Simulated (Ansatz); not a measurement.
# Platinum, bcc under m-r²SCAN: ground state and equation of state

Aim: take platinum in the bcc structure, relax it, solve it on a dense k-mesh, then scale the cell to 7 volumes from 88 to 112 % of the relaxed one and try a fit of the equation of state. The start is ferromagnetic. The k-meshes are 14×14×14 for the relaxation; 23×23×23 for the dense run; 23×23×23 for the volumes.

This is Pt in the bcc structure; at room conditions it is fcc.

Method: DFT m-r2SCAN, plane waves (500 eV) with PAW, scalar-relativistic; the PAW data stem from PBE, with regenerated cores; m-r²SCAN is r²SCAN on the gauge-invariant kinetic-energy density, in Ansatz 0.2.0.

## 1. The structure to begin with

The structure is cubic, space group Im-3m (No. 229). Conventional cell: a = 3.114 Å, b = 3.114 Å, c = 3.114 Å, α = 90.00°, β = 90.00°, γ = 90.00°. Around Pt (site symmetry m-3m) lie 8 Pt at 2.70 Å.

Coordinates:

```
Pt
1.0
    -1.55688    1.55688    1.55688
     1.55688   -1.55688    1.55688
     1.55688    1.55688   -1.55688
Pt
1
Direct
  0.00000 0.00000 0.00000
```

The atoms start with moments of +1 μB.

## 2. Relaxing cell and atoms

File input.yaml:

```yaml
crystal:
  lattice:
    - [-1.5568832667, 1.5568832667, 1.5568832667]
    - [1.5568832667, -1.5568832667, 1.5568832667]
    - [1.5568832667, 1.5568832667, -1.5568832667]
  atoms:
    - { symbol: Pt, position: [0.0, 0.0, 0.0], spin: 1.0 }
hamiltonian:
  xc: mr2scan
  pseudopotentials:
    kind: paw
    azcp:
      Pt: "pseudopotentials/Pt.paw.azcp"
basis:
  ecutwfc: 500
  fft_grid_basis: typed
kpoints:
  mp_grid: { grid: [14, 14, 14], shift: [0, 0, 0] }
magnetization:
  spin_polarized: true
scf:
  occupations: { method: fermi_dirac, width: 0.05 }
relax:
  max_steps: 60
  f_tol: 0.01
  cell: {}
```

What it wrote:

```text
Warning: RAYON_NUM_THREADS=2 ignored (pool sized by the plan → 2); use --threads N
Engine: ansatz 0.2.0, aarch64-unknown-linux-gnu
Pseudopotentials: kind: paw
Pseudopotential: Pt, paw, valence charge 18, recommended cutoff 500 eV (meta_gga), <dir>
Functional definition: m-r2SCAN
  exchange = m_r2scan_x
  correlation = m_r2scan_c
Crystal: 1 atoms, lattice volume = 15.095 Å³
Basis set: ecut = 500 eV, 381 PW (Γ), exchange–correlation on 80×80×80 points (64 copies of the dense FFT grid, shifted against one another)
Bands: 14, of which v1, the nominal top of the filled ones, is band 9 counted from 1 (8 counted from 0)
Symmetry: 48 space group operations
Space group: Im-3m (ITA 229), of the structure as read, at distance tolerance 2.5e-5 Å
Magnetic group: BNS 229.140 (UNI 1642), of the structure as read, at distance tolerance 2.5e-5 Å
k-points: 104 of 2744
Non-local potential: Pt, projectors of the file, l = 0: 3, l = 1: 2, l = 2: 2, l = 3: 1
PAW form: soft (Blöchl's): semilocal exchange-correlation on the pseudo side does not see the compensation charge
PAW frozen core: Pt, regenerated for the run's functional (the file was generated under x = pbe(κ = 0.804, μ = 0.2195149727645171), c = pbe(β = 0.06672455060314922))
PAW one-centre angular grid: Pt, 590 points (default); XC on 160 Gauss nodes
Initial density: superposition of atomic densities (chi_scale 0.1, normalization cell)
Starting moments: Σ|m| = 1 μB on 1 of 1 site
Initial wavefunctions: pseudopotential atomic-orbital guess
Functional: x = mr2scan, c = mr2scan; τ floored in thin density (d = 2e-4 eV/Å³)
iter 1 solved again at ethr=2.42e-3 eV; its pass at ethr=3.10e-3 eV (dr2=4.35e-1 eV) is discarded
SCF iter   1: F=—  HF=-12536.623511 eV  |F-HF|=—  |Δ(HF+E_count)|=         —  Δρ=4.96e-2 (↑4.96e-2 ↓3.19e-2)  dr2=6.27e-1  dr2_τ=1.48e-2  dr2_m=6.77e-2  M=0.504 μB ∫|m|=0.507 μB  β_m=0.60  ethr=2.42e-3  ⟨swp⟩=2.1  Hψ=21972  notcnv=0
Mixer restart at iter 1: flushing history
preconditioner: auto → none  [metal: Δε(μ)=0.006 eV  Ē_g=16.953 eV  σ=0.050 eV  W_gap=0.03  n_scr=0 (ndim 8)  ℏωp=30.2 eV  f_vac=0.000  D(μ)=0.88/eV (n_scr^D=12)]
SCF iter   2: F=—  HF=-12536.439219 eV  |F-HF|=—  |Δ(HF+E_count)|=   1.84e-1  Δρ=1.91e-2 (↑1.91e-2 ↓1.86e-2)  dr2=4.88e-2  dr2_τ=7.94e-3  dr2_m=1.37e-2  M=0.458 μB ∫|m|=0.467 μB  β_m=0.99  ethr=2.42e-3  ⟨swp⟩=2.0  Hψ=4959  notcnv=0  κ⁻¹=1.0e0(r=1)
SCF iter   3: F=—  HF=-12536.711633 eV  |F-HF|=—  |Δ(HF+E_count)|=         —  Δρ=3.22e-2 (↑3.22e-2 ↓2.34e-2)  dr2=2.46e-2  dr2_τ=1.34e-2  dr2_m=9.05e-2  M=0.040 μB ∫|m|=0.042 μB  β_m=0.33  ethr=2.71e-4  ⟨swp⟩=2.2  Hψ=4816  notcnv=0  defer=31
Mixer restart at iter 3: flushing history
SCF iter   4: F=—  HF=-12536.687637 eV  |F-HF|=—  |Δ(HF+E_count)|=   2.40e-2  Δρ=2.09e-2 (↑2.09e-2 ↓1.51e-2)  dr2=1.22e-2  dr2_τ=7.81e-4  dr2_m=3.58e-2  M=0.061 μB ∫|m|=0.061 μB  β_m=0.54  ethr=1.37e-4  ⟨swp⟩=1.7  Hψ=3475  notcnv=0  defer=31  κ⁻¹=1.0e0(r=1)
SCF iter   5: F=—  HF=-12536.684990 eV  |F-HF|=—  |Δ(HF+E_count)|=   2.65e-3  Δρ=9.89e-3 (↑9.89e-3 ↓7.29e-3)  dr2=2.52e-3  dr2_τ=6.02e-4  dr2_m=8.23e-3  M=0.001 μB ∫|m|=0.005 μB  β_m=0.94  ethr=6.79e-5  ⟨swp⟩=2.6  Hψ=4899  notcnv=0  defer=33  κ⁻¹=2.1e-1(r=2)
SCF iter   6: F=—  HF=-12536.681445 eV  |F-HF|=—  |Δ(HF+E_count)|=   3.54e-3  Δρ=4.54e-4 (↑4.54e-4 ↓3.11e-4)  dr2=2.46e-5  dr2_τ=2.22e-6  dr2_m=2.89e-6  M=-0.029 μB ∫|m|=0.029 μB  β_m=1.00  ethr=1.40e-5  ⟨swp⟩=2.2  Hψ=5386  notcnv=0  defer=42  κ⁻¹=1.5e-3(r=3)
SCF iter   7: F=—  HF=-12536.681493 eV  |F-HF|=—  |Δ(HF+E_count)|=   4.77e-5  Δρ=6.44e-4 (↑4.61e-4 ↓6.44e-4)  dr2=1.47e-5  dr2_τ=5.61e-6  dr2_m=3.67e-5  M=-0.022 μB ∫|m|=0.022 μB  β_m=1.00  ethr=1.37e-7  ⟨swp⟩=2.1  Hψ=4525  notcnv=0  defer=42  κ⁻¹=2.3e-4(r=4)
SCF iter   8: F=—  HF=-12536.681496 eV  |F-HF|=—  |Δ(HF+E_count)|=   3.10e-6  Δρ=6.39e-4 (↑4.58e-4 ↓6.39e-4)  dr2=1.47e-5  dr2_τ=5.52e-6  dr2_m=3.61e-5  M=-0.022 μB ∫|m|=0.022 μB  β_m=0.48  ethr=8.18e-8  ⟨swp⟩=1.0  Hψ=2912  notcnv=0  defer=42  κ⁻¹=9.0e-9(r=5)
SCF iter   9: F=—  HF=-12536.681766 eV  |F-HF|=—  |Δ(HF+E_count)|=   2.70e-4  Δρ=3.57e-4 (↑1.82e-4 ↓3.57e-4)  dr2=8.92e-6  dr2_τ=6.15e-7  dr2_m=6.46e-6  M=0.000 μB ∫|m|=0.001 μB  β_m=1.00  ethr=8.16e-8  ⟨swp⟩=2.0  Hψ=4794  notcnv=0  defer=42  κ⁻¹=4.6e-9(r=6)
SCF iter  10: F=—  HF=-12536.681751 eV  |F-HF|=—  |Δ(HF+E_count)|=   1.51e-5  Δρ=1.97e-4 (↑1.97e-4 ↓1.94e-4)  dr2=4.01e-7  dr2_τ=7.51e-7  dr2_m=4.91e-6  M=0.014 μB ∫|m|=0.015 μB  β_m=1.00  ethr=4.96e-8  ⟨swp⟩=2.0  Hψ=4802  notcnv=0  defer=42  κ⁻¹=4.5e-9(r=7)
SCF iter  11: F=—  HF=-12536.681772 eV  |F-HF|=—  |Δ(HF+E_count)|=   2.08e-5  Δρ=1.17e-4 (↑1.09e-4 ↓1.17e-4)  dr2=2.40e-8  dr2_τ=2.68e-7  dr2_m=1.76e-6  M=0.007 μB ∫|m|=0.007 μB  β_m=1.00  ethr=2.23e-9  ⟨swp⟩=2.0  Hψ=4831  notcnv=0  defer=42  κ⁻¹=2.3e-9(r=8)
SCF iter  12: F=—  HF=-12536.681777 eV  |F-HF|=—  |Δ(HF+E_count)|=   5.31e-6  Δρ=6.64e-5 (↑6.39e-5 ↓6.64e-5)  dr2=3.83e-9  dr2_τ=8.80e-8  dr2_m=5.82e-7  M=0.004 μB ∫|m|=0.004 μB  β_m=1.00  ethr=1.33e-10  ⟨swp⟩=2.9  Hψ=5572  notcnv=0  defer=42  κ⁻¹=4.7e-9(r=8)
SCF iter  13: F=—  HF=-12536.681779 eV  |F-HF|=—  |Δ(HF+E_count)|=   1.32e-6  Δρ=4.22e-5 (↑4.22e-5 ↓4.11e-5)  dr2=2.89e-9  dr2_τ=3.67e-8  dr2_m=2.38e-7  M=0.003 μB ∫|m|=0.003 μB  β_m=1.00  ethr=2.13e-11  ⟨swp⟩=3.2  Hψ=5770  notcnv=0  defer=42  κ⁻¹=9.5e-9(r=8)
SCF iter  14: F=—  HF=-12536.681779 eV  |F-HF|=—  |Δ(HF+E_count)|=   8.27e-7  Δρ=1.63e-5 (↑1.63e-5 ↓1.62e-5)  dr2=6.38e-10  dr2_τ=5.52e-9  dr2_m=3.60e-8  M=0.001 μB ∫|m|=0.001 μB  β_m=1.00  ethr=1.60e-11  ⟨swp⟩=3.2  Hψ=5788  notcnv=0  defer=42  κ⁻¹=1.3e-6(r=8)
SCF iter  15: F=—  HF=-12536.681780 eV  |F-HF|=—  |Δ(HF+E_count)|=   1.66e-7  Δρ=2.30e-6 (↑1.35e-6 ↓2.30e-6)  dr2=3.32e-10  dr2_τ=4.68e-11  dr2_m=2.49e-10  M=0.000 μB ∫|m|=0.000 μB  β_m=1.00  ethr=3.55e-12  ⟨swp⟩=3.0  Hψ=5841  notcnv=0  defer=42  κ⁻¹=7.3e-7(r=8)
SCF iter  16: F=—  HF=-12536.681780 eV  |F-HF|=—  |Δ(HF+E_count)|=   2.28e-9  Δρ=1.26e-6 (↑1.26e-6 ↓1.13e-6)  dr2=5.01e-11  dr2_τ=2.77e-11  dr2_m=1.69e-10  M=0.000 μB ∫|m|=0.000 μB  β_m=1.00  ethr=1.84e-12  ⟨swp⟩=2.1  Hψ=4477  notcnv=0  defer=42  κ⁻¹=3.2e-7(r=8)
SCF iter  17: F=—  HF=-12536.681780 eV  |F-HF|=—  |Δ(HF+E_count)|=  8.88e-10  Δρ=1.07e-6 (↑1.07e-6 ↓1.04e-6)  dr2=1.19e-12  dr2_τ=2.25e-11  dr2_m=1.52e-10  M=-0.000 μB ∫|m|=0.000 μB  β_m=1.00  ethr=1.00e-12  ⟨swp⟩=1.0  Hψ=8549  notcnv=0  κ⁻¹=6.8e-8(r=8)
SCF iter  18: F=-12536.681780 eV  HF=-12536.681780 eV  |F-HF|=0.00e0  |Δ(HF+E_count)|=  2.76e-10  Δρ=1.63e-7 (↑1.63e-7 ↓1.33e-7)  dr2=5.43e-13  dr2_τ=4.02e-13  dr2_m=2.54e-12  M=-0.000 μB ∫|m|=0.000 μB  ethr=1.00e-12  ⟨swp⟩=2.0  Hψ=5612  notcnv=0
WARN: the starting moments were not kept: the SCF closed with an absolute magnetisation of 2.5e-6 μB, where they sum to 1 μB in size (1 site). That is at most 0.1 of that sum. Measured as dr2_m measures the in/out step, that magnetisation stands 3.2e-12 eV from none, at or under the dr2_threshold of 1.0e-7 eV: it is no larger than a step whose dr2_m would equal this threshold. The system may hold no moment; this SCF shows only that its start led to no more than that. To try another start: raise the starting moments (crystal.atoms[].spin, magnetization.per_species, magnetization.initial_magnetization, or on a non-collinear deck that types none of these the spinor_matrix: blocks that start its atoms; where the total moment is fixed, keep their sum and leave initial_magnetization as it is; typed ones take the place of any that the run laid by itself, positive ones on a crystal's lanthanoids without a Hubbard term where scf.initial_density.shell_occupations: [] is typed) or, if the notice of its spin-set hold's release reads "site moments contracting" or "site moments show no strong build", lengthen the hold (scf.mixing.spin_hold: { on: { confirm: 4 } }; for m-r²SCAN on two components see the key's manual first). Each may lead to a state that holds a moment. A second SCF, from the converged charge density, with the starting moments and any scf.initial_density.shell_occupations laid on it anew, would have followed, and was not run: the deck does not ask for one (magnetization.retry_lost_moments is false, the default). To let it run, set magnetization.retry_lost_moments: true and run the deck again, where that key's refused combinations let it; where memory then withholds it, that run's warning says so.
SCF 1 converged in 18 iterations: F = -12536.681780 eV  dr2 = 5.43e-13
relax step   1: F+E_penalty+E_count = -12536.68177953 eV  Δ(F+E_penalty+E_count) = +0.000e0 eV  max|allowed force component| = 0.000e0 eV/Å  Δτ_max = 0.0000 Å  P = +7.029 GPa  Ω = 15.095 Å³  (18 SCF iters, dr2 threshold 1.00e-7 eV, accepted)
[... 28 lines left out ...]
relax step   2: F+E_penalty+E_count = -12536.66900453 eV  Δ(F+E_penalty+E_count) = +1.277e-2 eV  max|allowed force component| = 0.000e0 eV/Å  Δτ_max = 0.0000 Å  P = -9.608 GPa  Ω = 16.136 Å³  energy of the carried Pulay correction = -4.850e-4 eV  (19 SCF iters, dr2 threshold 1.00e-7 eV, rejected (line search))
[... 23 lines left out ...]
relax step   3: F+E_penalty+E_count = -12536.68975418 eV  Δ(F+E_penalty+E_count) = -7.975e-3 eV  max|allowed force component| = 0.000e0 eV/Å  Δτ_max = 0.0000 Å  P = -0.612 GPa  Ω = 15.518 Å³  energy of the carried Pulay correction = -2.010e-4 eV  (17 SCF iters, accepted)
[... 18 lines left out ...]
relax step   4: F+E_penalty+E_count = -12536.68984165 eV  Δ(F+E_penalty+E_count) = -8.747e-5 eV  max|allowed force component| = 0.000e0 eV/Å  Δτ_max = 0.0000 Å  P = -0.006 GPa  Ω = 15.481 Å³  energy of the carried Pulay correction = -1.839e-4 eV  (13 SCF iters, dr2 threshold 1.00e-7 eV, accepted)
[... 16 lines left out ...]
relax step   5: F+E_penalty+E_count = -12536.69003499 eV  Δ(F+E_penalty+E_count) = -1.933e-4 eV  max|allowed force component| = 0.000e0 eV/Å  Δτ_max = 0.0000 Å  P = +0.003 GPa  Ω = 15.481 Å³  stress off target by 3.46e-3 GPa  SCF on the basis re-selected at this cell (its energy is not comparable with the rows above)  (10 SCF iters)
basis re-selected at this cell: Δ(F+E_penalty+E_count) = -1.933e-4 eV, ΔP = +0.009 GPa vs the last step (what re-selecting the basis moved, of the pressure what is left beyond the Pulay correction that the steps carried, after the strain that the cell walked since its last selection, with what the two solves' SCF thresholds leave and, on support functions, any second-order correction that the steps lacked; it is no measure of the basis error at this ecutwfc). This SCF's stress stands 3.46e-3 GPa from its target on what of the cell is left free (relax.cell.stress_tol is 5.00e-2 GPa) and its largest allowed force component is 0.00e0 eV/Å (relax.f_tol is 1.00e-2 eV/Å): within both
SCF converged after 10 iterations
Stability not checked: this state was not tested for a lower state beside it, because the mixer in use, unlike msr1, does not test its closes by its own steps (another_mixer; see scf.mixing.algorithm and scf.lower_state_search)
Magnetization: -0.0000 μB (9.0000 up, 9.0000 down)
Absolute magnetization: 0.0000 μB (∫|ρ↑−ρ↓|, with the PAW one-centre terms)
Spin contamination: 0.0000 ħ² per cell (⟨S²⟩ above its minimum at these occupations)
Per-site moments (μB) at R_I (Å): [(-1.0180179621619618e-7, 1.1217636134833495)]
Free energy (F): -12536.690035 eV
Harris-Foulkes:  -12536.690035 eV  (|F-HF|=7.28e-12)
Internal energy: -12536.678312 eV  (E = F + TS)
E sigma→0 (E₀):  -12536.684174 eV
Entropy (-TS):   -0.011723 eV (-11.723 meV/atom)
Fermi energy:    22.069724 eV
--- Per-component energies (eV) ---
  E_band       = -158.332937
  E_kinetic    = 638.215383
  E_local      = -1501.610477  (includes V_loc(G=0)·N_el)
  E_nonlocal   = 202.361584
  E_hartree    = 558.288481
  E_xc         = -250.109228
  E_vxc        = -337.450011  (∫ρ·V_xc dr)
  E_paw        = -9480.070362  (= ΣΔE_a)
  E_vpaw       = -297.961471  (= ΣTr[D̂ρ^β])
  E_aug_tail   = 0.000161  (compensation charges beyond the density's cutoff)
  E_vtau       = 21.535031  (kinetic-family band-sum trace: ∫τ·v_τ [+ j·A + Jᵃ·Aᵃ] dr)
  E_ewald      = -2703.522360
  E_core_change = -0.231494  (= ΣΔE_core)
  E_smearing   = -0.011723  (= −TS)
  E_closure    = -0.000000  (closes the sum)
  Σ components = -12536.690035   (vs F -12536.690035, Δ=0.00e0)
--- Forces (eV/Å), atoms counted from 1 ---
  atom   1  Pt    -0.00000000     0.00000000     0.00000000
  max |Σ_I F_I| component: 4.21e-32 eV/Å
--- Stress (GPa, compression-positive) ---
        0.003457      -0.000000      -0.000000
       -0.000000       0.003457       0.000000
       -0.000000      -0.000000       0.003457
  P = ⅓ Tr σ = 0.0035 GPa (0.035 kbar)
--- Relaxed structure (4 steps of the walk, 3 accepted, 1 SCFs on fresh bases) ---
  F+E_penalty+E_count = -12536.69003499 eV   max|allowed force component| = 0.000e0 eV/Å   (the final SCF, on the basis selected at the relaxed cell)
  cell:  # Å, volume = 15.4814 Å³
    - [-1.5700618768769434, 1.5700618768769434, 1.5700618768769434]
    - [1.5700618768769434, -1.5700618768769434, 1.5700618768769434]
    - [1.5700618768769434, 1.5700618768769434, -1.5700618768769434]
  atoms:
    - { symbol: Pt, position: [0.0, 0.0, 0.0] }
```

It took 27 s on 2 threads of an Arm CPU, shared host; peak memory 0.34 GiB.

The steps of the relaxation:

```csv
step,energy change (meV/atom),largest force (eV/Å),pressure (GPa),volume (Å³/atom),accepted
1,0.00,0.0000,7.03,15.095,yes
2,12.77,0.0000,-9.61,16.136,no
3,-7.97,0.0000,-0.61,15.518,yes
4,-8.06,0.0000,-0.01,15.481,yes
5,-8.26,0.0000,0.00,15.481,yes
```

Steps that repeat a cell are solved on a basis chosen anew, so their changes of energy are no gain of the relaxation.

The cell of the run, before and after:

|  | before | after | change |
| --- | --- | --- | --- |
| a (Å) | 2.697 | 2.719 | +0.8 % |
| b (Å) | 2.697 | 2.719 | +0.8 % |
| c (Å) | 2.697 | 2.719 | +0.8 % |
| volume (Å³/atom) | 15.095 | 15.481 | +2.6 % |
| shortest distance (Å) | 2.697 | 2.719 | +0.8 % |
| space group (spins left aside) | Im-3m | Im-3m | same |

## 3. Dense single point

File input.yaml:

```yaml
crystal:
  lattice:
    - [-1.5700618769, 1.5700618769, 1.5700618769]
    - [1.5700618769, -1.5700618769, 1.5700618769]
    - [1.5700618769, 1.5700618769, -1.5700618769]
  atoms:
    - { symbol: Pt, position: [0.0, 0.0, 0.0], spin: 1.0 }
hamiltonian:
  xc: mr2scan
  pseudopotentials:
    kind: paw
    azcp:
      Pt: "pseudopotentials/Pt.paw.azcp"
basis:
  ecutwfc: 500
  fft_grid_basis: typed
kpoints:
  mp_grid: { grid: [23, 23, 23], shift: [0, 0, 0] }
magnetization:
  spin_polarized: true
scf:
  occupations: { method: fermi_dirac, width: 0.05 }
```

What it wrote (excerpt; [...] marks lines left out):

```text
Warning: RAYON_NUM_THREADS=2 ignored (pool sized by the plan → 2); use --threads N
[...]
Pseudopotentials: kind: paw
Pseudopotential: Pt, paw, valence charge 18, recommended cutoff 500 eV (meta_gga), <dir>
Functional definition: m-r2SCAN
[...]
Crystal: 1 atoms, lattice volume = 15.481 Å³
Basis set: ecut = 500 eV, 381 PW (Γ), exchange–correlation on 80×80×80 points (64 copies of the dense FFT grid, shifted against one another)
Bands: 14, of which v1, the nominal top of the filled ones, is band 9 counted from 1 (8 counted from 0)
Symmetry: 48 space group operations
Space group: Im-3m (ITA 229), of the structure as read, at distance tolerance 2.5e-5 Å
Magnetic group: BNS 229.140 (UNI 1642), of the structure as read, at distance tolerance 2.5e-5 Å
k-points: 364 of 12167
[...]
Starting moments: Σ|m| = 1 μB on 1 of 1 site
[...]
SCF iter   1: F=—  HF=-12536.627946 eV  |F-HF|=—  |Δ(HF+E_count)|=         —  Δρ=4.79e-2 (↑4.79e-2 ↓3.06e-2)  dr2=6.27e-1  dr2_τ=1.44e-2  dr2_m=6.24e-2  M=0.519 μB ∫|m|=0.521 μB  β_m=0.62  ethr=2.42e-3  ⟨swp⟩=2.0  Hψ=76823  notcnv=0
[...]
SCF iter  16: F=-12536.702590 eV  HF=-12536.702590 eV  |F-HF|=9.09e-12  |Δ(HF+E_count)|=  1.07e-10  Δρ=2.88e-7 (↑2.88e-7 ↓9.85e-8)  dr2=7.54e-12  dr2_τ=7.61e-13  dr2_m=4.64e-12  M=-0.000 μB ∫|m|=0.000 μB  ethr=1.00e-12  ⟨swp⟩=2.0  Hψ=16790  notcnv=0
[...]
WARN: the starting moments were not kept: the SCF closed with an absolute magnetisation of 9.6e-7 μB, where they sum to 1 μB in size (1 site). That is at most 0.1 of that sum. Measured as dr2_m measures the in/out step, that magnetisation stands 3.6e-13 eV from none, at or under the [...]
this state was not tested for a lower state beside it, because the mixer in use, unlike msr1, does not test its closes by its own steps (another_mixer; see scf.mixing.algorithm and scf.lower_state_search)
SCF converged after 16 iterations
Magnetization: -0.0000 μB (9.0000 up, 9.0000 down)
Absolute magnetization: 0.0000 μB (∫|ρ↑−ρ↓|, with the PAW one-centre terms)
Spin contamination: 0.0000 ħ² per cell (⟨S²⟩ above its minimum at these occupations)
Per-site moments (μB) at R_I (Å): [(-7.176573459500925e-7, 1.121763613499823)]
Free energy (F): -12536.702590 eV
[...]
E sigma→0 (E₀):  -12536.699779 eV
Entropy (-TS):   -0.005623 eV (-5.623 meV/atom)
Fermi energy:    22.132304 eV
[...]
```

Run time: 17 s. Hardware: 2 threads of an Arm CPU, shared host; peak memory 0.43 GiB.

## 4. Equation of state: 88 %

Edit input.yaml of step 3 so:

```diff
@@ -2,5 +2,5 @@
   lattice:
-    - [-1.5700618769, 1.5700618769, 1.5700618769]
-    - [1.5700618769, -1.5700618769, 1.5700618769]
-    - [1.5700618769, 1.5700618769, -1.5700618769]
+    - [-1.5045651307, 1.5045651307, 1.5045651307]
+    - [1.5045651307, -1.5045651307, 1.5045651307]
+    - [1.5045651307, 1.5045651307, -1.5045651307]
   atoms:
@@ -22 +22,3 @@
   occupations: { method: fermi_dirac, width: 0.05 }
+output:
+  stress: true
```

What it wrote (excerpt; [...] marks lines left out):

```text
Warning: RAYON_NUM_THREADS=2 ignored (pool sized by the plan → 2); use --threads N
[...]
Pseudopotentials: kind: paw
Pseudopotential: Pt, paw, valence charge 18, recommended cutoff 500 eV (meta_gga), <dir>
Functional definition: m-r2SCAN
[...]
Crystal: 1 atoms, lattice volume = 13.624 Å³
Basis set: ecut = 500 eV, 369 PW (Γ), exchange–correlation on 80×80×80 points (64 copies of the dense FFT grid, shifted against one another)
Bands: 14, of which v1, the nominal top of the filled ones, is band 9 counted from 1 (8 counted from 0)
Symmetry: 48 space group operations
Space group: Im-3m (ITA 229), of the structure as read, at distance tolerance 2.4e-5 Å
Magnetic group: BNS 229.140 (UNI 1642), of the structure as read, at distance tolerance 2.4e-5 Å
k-points: 364 of 12167
[...]
Starting moments: Σ|m| = 1 μB on 1 of 1 site
[...]
WARN: the starting moments were not kept: the SCF closed with an absolute magnetisation of 1.8e-6 μB, where they sum to 1 μB in size (1 site). That is at most 0.1 of that sum. Measured as dr2_m measures the in/out step, that magnetisation stands 8.9e-13 eV from none, at or under the [...]
this state was not tested for a lower state beside it, because the mixer in use, unlike msr1, does not test its closes by its own steps (another_mixer; see scf.mixing.algorithm and scf.lower_state_search)
SCF converged after 15 iterations
Magnetization: 0.0000 μB (9.0000 up, 9.0000 down)
Absolute magnetization: 0.0000 μB (∫|ρ↑−ρ↓|, with the PAW one-centre terms)
Spin contamination: 0.0000 ħ² per cell (⟨S²⟩ above its minimum at these occupations)
Per-site moments (μB) at R_I (Å): [(-7.045312130348228e-7, 1.074968090488425)]
Free energy (F): -12536.468532 eV
[...]
E sigma→0 (E₀):  -12536.466239 eV
Entropy (-TS):   -0.004586 eV (-4.586 meV/atom)
Fermi energy:    26.169923 eV
[...]
--- Stress (GPa, compression-positive) ---
       46.383189      -0.000000       0.000000
       -0.000000      46.383189      -0.000000
       -0.000000       0.000000      46.383189
  P = ⅓ Tr σ = 46.3832 GPa (463.832 kbar)
```

It took 14 s on 2 threads of an Arm CPU, shared host; peak memory 0.44 GiB.

[end of part 1 of 2]
